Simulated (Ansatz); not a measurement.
# Response to strain in ZnTe

Take ZnTe in the zinc blende structure (space group F-43m, No. 216; a = 6.066 Å) as the base.

Strains are applied to the cell and any free atomic positions relax.

Calculations: PBEsol, PAW, 420 eV (Ansatz, a program for electronic structure; no SOC), earlier PAW set.

| isotropic strain (%) | band gap (eV) |
|---|---|
| -2.62 | 1.62 |
| 0 | 1.23 |
| 0.78 | ? |
| 2.12 | 0.95 |

Task: Fit E_g = E₀ + Dε (ε in %) to the rows shown and predict the withheld row.

Result: Least squares on the printed values gives E₀ = 1.24 eV, D = -142 meV per % of strain (largest residual 0.01 eV); this predicts 1.13 eV, and the run gives 1.12 eV, in agreement.

Spin-orbit coupling, missing from the scalar runs, can matter with Te. No phonon test of stability was made.
